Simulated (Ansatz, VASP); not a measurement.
## Pt: VASP beside Ansatz

INCAR

```
PREC = Accurate
ENCUT = 520
EDIFF = 1E-6
ISMEAR = 0
SIGMA = 0.15
LREAL = F
LASPH = T
NELM = 60
ALGO = Normal
ISIF = 2
LWAVE = F
LCHARG = T
GGA = CA
LELF = T
LVHAR = T
NBANDS = 11
```

KPOINTS

```
regular mesh
0
Gamma
  20 20 20
```

POSCAR

```
Pt
1.0
    0.0000000000      1.8883642697      1.8883642697
    1.8883642697      0.0000000000      1.8883642697
    1.8883642697      1.8883642697      0.0000000000
Pt
1
Direct
    0.0000000000      0.0000000000      0.0000000000
```

Input for Ansatz:

```yaml
crystal:
  lattice:
    - [0.0, 1.8883642697, 1.8883642697]
    - [1.8883642697, 0.0, 1.8883642697]
    - [1.8883642697, 1.8883642697, 0.0]
  atoms:
    - { symbol: Pt, position: [0.0, 0.0, 0.0] }
basis:
  ecutwfc: 420
kpoints:
  mp_grid: { grid: [20, 20, 20] }
hamiltonian:
  xc: lda
  pseudopotentials: { kind: paw, azcp: { folder: soft_1 } }
scf:
  occupations: { method: gaussian, width: 0.15 }
output:
  forces: true
  stress: true
  eigenvalues: true
```

Change from the starting cell: equal engineering shear yz, xz and xy +0.0000, equal normal strain along x, y and z -0.0300.

Alike in both runs: task single point; functional LDA; k mesh 20 × 20 × 20; occupations gaussian, width 0.15 eV; no spin polarisation.

|  | VASP | Ansatz |
| --- | --- | --- |
| version | VASP 6.6.1 | Ansatz 0.2.0 |
| potentials or method | VASP PAW LDA potentials, release 64 (Pt) | scalar-relativistic, plane waves, PAW |
| plane-wave cutoff (eV) | 520 | 420 |
| valence electrons in the cell | 10 | 18 |

Ansatz gave:

```
gap on the k mesh at the Fermi level (eV) : none
pressure (GPa)                            : 35.9
```

**Question.** Which values does VASP return?

**Answer.** gap on the k mesh at the Fermi level (eV): none; pressure (GPa): 37.1.

A gap of «none» marks a metal or a gap that the smearing closes. The two sets of potentials don't hold the same shells in valence. Ansatz warned: «pseudo_functional_mismatch».

Caveats: so large a pressure means that the cell lies far from this level's equilibrium, or that cutoff or potentials fall short (VASP). The runs have no spin-orbit coupling, so splittings on Pt are missing.
